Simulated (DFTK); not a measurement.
Runs of DFTK 0.8.2 on HfO2. The structure is cubic, space group Fm-3m (No. 225). Conventional cell: a = 5.115 Å, b = 5.115 Å, c = 5.115 Å, α = 90.00°, β = 90.00°, γ = 90.00°. Around Hf (site symmetry m-3m) lie 8 O at 2.21 Å. O (site symmetry -43m) is surrounded by 4 Hf at 2.21 Å. Measurements of this composition are mostly on another form, of space group No. 14.

```csv
task,level,potentials or basis,k mesh,cutoff (eV),valence electrons,SCF solver,mesh quality,gap on the mesh (eV),pressure (GPa)
band structure,TASK,"in-house norm-conserving set (r2SCAN, scalar relativistic)",5 × 5 × 5,1279,"Hf 26, O 6",-,coarse,(a),2.5
band structure,r2SCAN,SG15 1.2 (PBE),5 × 5 × 5,1225,"Hf 26, O 6",ScfAndersonSolver,coarse,4.06,(b)
band structure,PBEsol,SG15 1.2 (PBE),8 × 8 × 8,952,"Hf 26, O 6",-,not flagged,3.58,-
single point,PBEsol,dojo.nc.sr.pbesol.v0_4_1.standard.upf (PBEsol),9 × 9 × 9,1143,"Hf 12, O 6",-,not flagged,3.75,-13.1
```

Alike in all rows: no spin polarisation; cell as given; smearing fermi-dirac 0.05 eV.

Q: Fill in the values left out.

A: (a) 5.27; (b) -15.1.

Caveats: some runs use coarse meshes; spin-orbit coupling is left out, which moves the levels of the heavy elements; the potentials were made for another functional, which shifts forces and pressure (some runs); the mesh misses the band edges, which the band path finds closer together (some runs); the program warned that the kinetic-energy density falls under its von Weizsäcker bound, which can give unphysical results (some runs); so large a pressure means that the cell lies far from this level's equilibrium, or that cutoff or potentials fall short (some runs); an odd mesh through Γ misses points on the zone boundary, where band edges often lie (some runs).

A k mesh can miss the band edges, and the runs leave out spin-orbit coupling on Hf.

Not every run made on this cell is shown here.
